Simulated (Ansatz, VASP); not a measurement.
AlGaAs2 in VASP and in Ansatz

File INCAR:

```
SYSTEM = AlGaAs2
ALGO = Normal
EDIFF = 1E-6
EDIFFG = -0.05
ENCUT = 600
IBRION = 2
ISIF = 3
ISMEAR = 0
LASPH = .True.
LCHARG = .False.
LREAL = .False.
LWAVE = .False.
NELM = 100
NSW = 80
PREC = Accurate
SIGMA = 0.1
```

Contents of KPOINTS:

```
k-points
0
Gamma
  6 6 4
  0 0 0
```

Contents of POSCAR:

```
AlGaAs2
1.0
    3.5995275633      0.0000000000      0.0000000000
    0.0000000000      3.5995275633      0.0000000000
    0.0000000000      0.0000000000      5.0658318495
Al Ga As
1 1 2
Direct
    0.5000000000      0.5000000000      0.5000000000
    0.0000000000      0.0000000000      0.0000000000
    0.5000000000      0.0000000000      0.7400513254
    0.0000000000      0.5000000000      0.2599486746
```

Input for Ansatz:

```yaml
crystal:
  lattice:
    - [3.5995275633, 0.0, 0.0]
    - [0.0, 3.5995275633, 0.0]
    - [0.0, 0.0, 5.0658318495]
  atoms:
    - { symbol: Al, position: [0.5, 0.5, 0.5] }
    - { symbol: Ga, position: [0.0, 0.0, 0.0] }
    - { symbol: As, position: [0.5, 0.0, 0.7400513254] }
    - { symbol: As, position: [0.0, 0.5, 0.2599486746] }
basis:
  ecutwfc: 420
kpoints:
  mp_grid: { grid: [6, 6, 4] }
hamiltonian:
  xc: lda
scf:
  occupations: { method: gaussian, width: 0.1 }
output:
  forces: true
  stress: true
  eigenvalues: true
relax:
  adjacent_minimum: "off"
  f_tol: 0.05
  max_steps: 60
  cell: { stress_tol: 0.5 }
```

Alike in both runs: task relaxation of cell and atoms; functional LDA; k mesh 6 × 6 × 4; occupations gaussian, width 0.1 eV; no spin polarisation.

|  | VASP | Ansatz |
| --- | --- | --- |
| version | VASP 6.6.1 | Ansatz 0.2.0 |
| potentials or method | VASP PAW LDA potentials, release 64 (Al, Ga_d, As) | scalar-relativistic, plane waves, PAW |
| plane-wave cutoff (eV) | 600 | 420 |
| valence electrons in the cell | 26 | 46 |

|  | VASP | Ansatz | Ansatz less VASP |
| --- | --- | --- | --- |
| gap on the k mesh at the Fermi level, each at its own relaxed structure (eV) | 1.02 | 1.03 | +0.006 |
| relaxed volume (Å³/atom) | 22.30 | 22.13 | -0.166 |
| relaxed cell length with the largest relative difference (Å) | 3.988 | 3.976 | -0.0121 |
| energy change over the relaxation (meV/atom) | -632 | -607 | +24.4 |

The two sets of potentials don't hold the same shells in valence.

Caveats: the volume moved by over 15 % at a fixed basis, so the end points are rough (VASP). A k mesh can miss the band edges.
